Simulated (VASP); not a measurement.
Input of a VASP 6.6.1 run:

The input POSCAR:

```
SiC                                     
1.0
    3.0787381452      0.0000000000      0.0000000000
    0.0000000000      4.3539932400      0.0000000000
    0.0000000000      0.0000000000      3.1361165087
  Si              C             
     2     2
Direct
     0.0000000000000000    0.0000000000000000    0.0000000000000000
     0.5000000000000000    0.5000000000000000    0.5000000000000000
     0.0000000000000000    0.2500000000000000    0.5000000000000000
     0.5000000000000000    0.7500000000000000    1.0000000000000000
```

INCAR.step1

```
PREC     = Accurate       # precision mode
ENCUT    = 520            # plane-wave cutoff, eV
EDIFF    = 1E-5           # SCF threshold, eV
ISMEAR   = 0              # smearing method
SIGMA    = 0.02           # smearing width, eV
LREAL    = F              # projectors in reciprocal space
LASPH    = T              # aspherical terms in the spheres
NELM     = 100            # most SCF steps
ALGO     = Normal         # electronic algorithm
ISIF     = 2              # what is computed and relaxed
LWAVE    = T              # write WAVECAR
LCHARG   = F              # write CHGCAR
GGA      = PE             # functional
KPAR     = 4
```

Contents of INCAR.step2:

```
PREC     = Accurate       # precision mode
ENCUT    = 520            # plane-wave cutoff, eV
EDIFF    = 1E-6           # SCF threshold, eV
ISMEAR   = 0              # smearing method
SIGMA    = 0.02           # smearing width, eV
LREAL    = F              # projectors in reciprocal space
LASPH    = T              # aspherical terms in the spheres
NELM     = 100            # most SCF steps
ALGO     = Normal         # electronic algorithm
ISIF     = 2              # what is computed and relaxed
LWAVE    = F              # write WAVECAR
LCHARG   = F              # write CHGCAR
GGA      = PE             # functional
LHFCALC  = T              # exact exchange
AEXX     = 0.25           # exact-exchange fraction
PRECFOCK = Fast         
HFRCUT   = -1           
ISTART   = 1            
KPAR     = 4
```

KPOINTS

```
Automatic mesh
0
Gamma
  6 4 6
```

Contents of KPOINTS_OPT:

```
path GXMGZRAZ,XR,MA
8
line-mode
reciprocal
 0.0000000000  0.0000000000  0.0000000000  G
 0.0000000000  0.0000000000 -0.5000000000  X

 0.0000000000  0.0000000000 -0.5000000000  X
-0.5000000000  0.0000000000 -0.5000000000  M

-0.5000000000  0.0000000000 -0.5000000000  M
 0.0000000000  0.0000000000  0.0000000000  G

 0.0000000000  0.0000000000  0.0000000000  G
 0.0000000000 -0.5000000000  0.0000000000  Z

 0.0000000000 -0.5000000000  0.0000000000  Z
 0.0000000000 -0.5000000000 -0.5000000000  R

 0.0000000000 -0.5000000000 -0.5000000000  R
-0.5000000000 -0.5000000000 -0.5000000000  A

-0.5000000000 -0.5000000000 -0.5000000000  A
 0.0000000000 -0.5000000000  0.0000000000  Z

 0.0000000000  0.0000000000 -0.5000000000  X
 0.0000000000 -0.5000000000 -0.5000000000  R

-0.5000000000  0.0000000000 -0.5000000000  M
-0.5000000000 -0.5000000000 -0.5000000000  A
```

Potentials or basis: VASP PAW PBE potentials, release 64 (Si, C).

Launch:

```bash
$ cat potpaw_PBE.64/Si/POTCAR potpaw_PBE.64/C/POTCAR > POTCAR
$ cp INCAR.step1 INCAR
$ mpirun -np 4 vasp_std > vasp.out
$ cp INCAR.step2 INCAR
$ mpirun -np 4 vasp_std > vasp.out
```

(1) Estimate the band gap along the path.

(2) Estimate the largest force.

(3) What does it give for the band gap on the k mesh?

(4) What does it give for the pressure?

Answers

(1) 2.86 eV.

(2) 0.131 eV/Å.

(3) 2.86 eV.

(4) -5.3 GPa.

Caveat: the PAW data sets were made with another functional, which shifts forces and pressure a little.
